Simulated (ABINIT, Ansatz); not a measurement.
Given: the input of a run of ABINIT 10.8.3 (patched build) on HgTe (Coloradoite). Atoms were shifted at random by some hundredths of an Å from the given cell, which wasn't relaxed again for these runs. 

run.abi

```
# Pseudopotentials
pp_dirpath "./"
pseudos "Hg.upf, Te.upf"

# Structure
acell 3*1.0
rprim
     0.0000000000     6.0745246276     6.0745246276
     6.0745246276     0.0000000000     6.0745246276
     6.0745246276     6.0745246276     0.0000000000
ntypat 2
znucl 80 52
natom 2
typat 1 2
xred
    -0.0026330000     0.0031470000    -0.0044180000
     0.7487260000     0.7522630000     0.7492080000
chkprim 0
chksymtnons 0
tolsym 1.0e-6

# Plane-wave basis
ecut 40.0

# k points
kptopt 1
ngkpt 7 7 7
nshiftk 1
shiftk 0.0 0.0 0.0

# Exchange and correlation
ixc -116133

# Bands and occupations
nband 22
occopt 3
tsmear 0.05 eV

# SCF cycle
nstep 100
tolvrs 1.0e-10

# Output
iomode 3
prtwf 0
prtden 0
prteig 0
prtebands 0
enunit 1
```

Potentials or basis: PseudoDojo NC SR PBEsol v0.4.1 standard.

The run is started by

```console
$ abinit run.abi > log 2>&1
```

Q: What does the same run look like in Ansatz 0.2.0? Potentials or basis there: Ansatz PAW, cutoff 420 eV.

A: As run (cutoffs and basis follow the program's own potentials, and thresholds, step limits or extra output files can differ):

input.yaml

```yaml
crystal:
  lattice:
    - [0.0, 3.2145, 3.2145]
    - [3.2145, 0.0, 3.2145]
    - [3.2145, 3.2145, 0.0]
  atoms:
    - { symbol: Hg, position: [-0.002633, 0.003147, -0.004418] }
    - { symbol: Te, position: [0.748726, 0.752263, 0.749208] }
hamiltonian:
  xc: pbesol
  pseudopotentials: { kind: paw }
kpoints:
  mp_grid: { grid: [7, 7, 7] }
scf:
  occupations: { method: fermi_dirac, width: 0.05 }
output:
  forces: true
  stress: true
  eigenvalues: true
```

Potentials or basis: Ansatz PAW.

The run is started by

```console
$ ansatz run input.yaml --threads 1 --pin off --max-ram 3584MiB --backend cpu --events-out ev --progress --plain --runs-dir out
```

Both were run:

|  | ABINIT | Ansatz |
| --- | --- | --- |
| Pressure | 1.8 GPa | 1.8 GPa |
| Largest force | 0.076 eV/Å | 0.075 eV/Å |

Ansatz's pressure holds a Pulay term of +0.03 GPa for its cutoff of 420 eV, which the other run lacks.

Ansatz's potentials were made for PBE.

Where Ansatz's input types no cutoff or centring, it takes its own default and a Γ-centred mesh.

Pressure is positive in compression.
